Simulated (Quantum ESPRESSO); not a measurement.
# Fixed-spin-moment curve of FeCo

Wanted: E(M) for FeCo from a parallel start.

Calculated with Quantum ESPRESSO 7.5; PBE; plane waves with GBRV 1.5 PBE potentials, no spin-orbit coupling.

Report form: the programs' logs are mostly left out.

## (1) The structure

It takes space group Pm-3m (No. 221, cubic). The conventional cell has a = 2.857 Å, b = 2.857 Å, c = 2.857 Å, α = 90.00°, β = 90.00°, γ = 90.00°. Nearest to Fe lie 8 Co at 2.47 Å. Nearest to Co lie 8 Fe at 2.47 Å. Farther neighbours are not listed.

The lattice constants were typed from memory of published values and not checked against a source.

## (2) No moment imposed

pw.in

```
&CONTROL
  calculation = 'scf'
  prefix = 'pwscf'
  outdir = './tmp'
  pseudo_dir = './pseudo'
  disk_io = 'nowf'
/
&SYSTEM
  ibrav = 0
  celldm(1) = 8
  nat = 2
  ntyp = 2
  ecutwfc = 40
  ecutrho = 280
  nbnd = 26
  occupations = 'smearing'
  smearing = 'fd'
  degauss = 0.00367493
  nspin = 2
  starting_magnetization(1) = 0.175
  starting_magnetization(2) = 0.1176
/
&ELECTRONS
  conv_thr = 4d-09
  electron_maxstep = 150
  mixing_beta = 0.3
/
ATOMIC_SPECIES
Fe     55.8450 fe_pbe_v1.5.uspp.F.UPF
Co     58.9332 co_pbe_v1.2.uspp.F.UPF
CELL_PARAMETERS alat
   0.6748684422570    0.0000000000000    0.0000000000000
   0.0000000000000    0.6748684422570    0.0000000000000
   0.0000000000000    0.0000000000000    0.6748684422570
ATOMIC_POSITIONS crystal
Fe      0.0000000000    0.0000000000    0.0000000000
Co      0.5000000000    0.5000000000    0.5000000000
K_POINTS automatic
14 14 14 0 0 0
```

Started as:

```
$ OMP_NUM_THREADS=1 mpirun -n 4 pw.x -nk 4 -in pw.in > pw.out
```

The job ended after 48 s (4 MPI ranks of Intel Xeon at 2.70GHz, shared host; peak memory 0.34 GiB).

Spin moment in the atom's sphere by atom:

```csv
atom,spin moment in the atom's sphere (μB)
Fe1,2.84
Co2,1.86
```

Numbers from this step:

- smearing term TS: 0.01097 eV
- magnetization: 4.579 μB
- absolute magnetization: 4.876 μB
- final state: ferromagnetic

## (3) Moment fixed at 0 μB

The two spin channels are filled to separate Fermi energies, so that the total moment meets the target. Half of the up one less the down one is the slope dE/dM.

Changes to pw.in since step 2:

```diff
@@ -14,3 +14,3 @@
   ecutrho = 280
-  nbnd = 26
+  nbnd = 27
   occupations = 'smearing'
@@ -19,4 +19,5 @@
   nspin = 2
-  starting_magnetization(1) = 0.175
-  starting_magnetization(2) = 0.1176
+  starting_magnetization(1) = 0.0088
+  starting_magnetization(2) = 0.0059
+  tot_magnetization = 0
 /
```

It took 49 s on 4 MPI ranks; peak memory 0.34 GiB; 3.3 min of CPU time.

This step gave:

```
magnetization                                 : 0 μB
absolute magnetization                        : 0 μB
half the difference of the two Fermi energies : 0 meV
largest moment                                : 0 μB
```

## (4) Moment fixed at 0.562 μB

Changes to pw.in since step 3:

```diff
@@ -19,5 +19,5 @@
   nspin = 2
-  starting_magnetization(1) = 0.0088
-  starting_magnetization(2) = 0.0059
-  tot_magnetization = 0
+  starting_magnetization(1) = 0.0205
+  starting_magnetization(2) = 0.0138
+  tot_magnetization = 0.562
 /
```

The job ended after 64 s (4 MPI ranks; peak memory 0.34 GiB; 4.2 min of CPU time).

Spin moment in the atom's sphere by atom:

```csv
atom,spin moment in the atom's sphere (μB)
Fe1,0.428
Co2,0.171
```

Numbers from this step:

* magnetization: 0.562 μB
* absolute magnetization: 0.659 μB
* half the difference of the two Fermi energies: -125.3 meV

## (5) Moment fixed at 1.124 μB

Changes to pw.in since step 4:

```diff
@@ -19,5 +19,5 @@
   nspin = 2
-  starting_magnetization(1) = 0.0205
-  starting_magnetization(2) = 0.0138
-  tot_magnetization = 0.562
+  starting_magnetization(1) = 0.041
+  starting_magnetization(2) = 0.0275
+  tot_magnetization = 1.124
 /
```

The job ended after 49 s (4 MPI ranks; peak memory 0.34 GiB).

Read from the output:

| Property | Result |
| --- | --- |
| magnetization | 1.124 μB |
| absolute magnetization | 1.301 μB |
| half the difference of the two Fermi energies | -231.8 meV |
| largest moment | 0.7684 μB |

## (6) Moment fixed at 1.686 μB

Changes to pw.in since step 5:

```diff
@@ -14,3 +14,3 @@
   ecutrho = 280
-  nbnd = 27
+  nbnd = 28
   occupations = 'smearing'
@@ -19,5 +19,5 @@
   nspin = 2
-  starting_magnetization(1) = 0.041
-  starting_magnetization(2) = 0.0275
-  tot_magnetization = 1.124
+  starting_magnetization(1) = 0.0615
+  starting_magnetization(2) = 0.0413
+  tot_magnetization = 1.686
 /
```

The job ended after 6.4 min (4 MPI ranks; peak memory 0.34 GiB).

Residual by cycle:

cycle, log10 residual and a bar from the least value:
```
        1        2.5 ##############################
       15       -3.2 #######
       28       -5.0 
       42       -3.9 ####
       55       -4.9 
       69       -4.4 ##
       82       -3.5 ######
       96       -4.2 ###
      109       -4.4 ###
      123       -4.7 #
      136       -4.6 ##
      150       -4.8 #
```

After 150 cycles the residual stands at 1.7e-5, against 6.4e-4 at cycle 76 and a least value of 4.8e-6. The cap of 150 cycles in the input ended the loop.

## (7) All moments

The runs not shown differ in the target, the start and the number of states alone. The point at 4.58 μB is the free run, entered with slope zero.

Energy over the lowest against total spin moment:

```csv
total spin moment (μB a cell),energy over the lowest (meV a cell)
0.00,1315
0.56,1279
1.12,1177
2.25,840
2.81,635
3.37,408
3.93,171
4.50,4.95
4.58,0
5.06,126
5.62,642
6.18,1523
```

dE/dM against total spin moment:

```csv
total spin moment (μB a cell),dE/dM (meV/μB)
0.00,-0.00325
0.56,-125
1.12,-232
2.25,-345
2.81,-385
3.37,-418
3.93,-415
4.50,-118
4.58,0
5.06,610
5.62,1227
6.18,1934
```

Table of largest site moment by total spin moment:

```csv
total spin moment (μB a cell),largest site moment (μB)
0.00,1.7e-5
0.56,0.428
1.12,0.768
2.25,1.54
2.81,1.82
3.37,2.16
3.93,2.49
4.50,2.80
4.58,2.84
5.06,3.05
5.62,3.24
6.18,3.43
```

## (8) Results

* moment of the free run: 4.58 μB a cell
* energy at zero total moment: 1315 meV a cell over the lowest
* ΔE/ΔM² from the lowest point to 5.06 and to 3.93 μB: 549 and 410 meV/μB²

At zero total moment the site moments vanish, so the 1315 meV a cell is the energy of forming them. The points show one minimum alone. No converged point was had at 1.686 μB. All runs start parallel; opposed orders may lie lower.

[Logs and program files are shortened in this print: banners, set-up blocks, solver, clock and traceback lines can be left out without a mark of their own.]

[Logs are printed without paths, hosts, clocks, repeated set-up lines and the standing remarks that a program may print on its own settings, such as how far it seeks lower states.]

[Hosts, paths, dates, database ids (printed as entryN), source tags and the programs' standing remarks are cut or masked in the printed files.]

[Where a cell is said to come from a database of computed structures, the database is the Materials Project.]
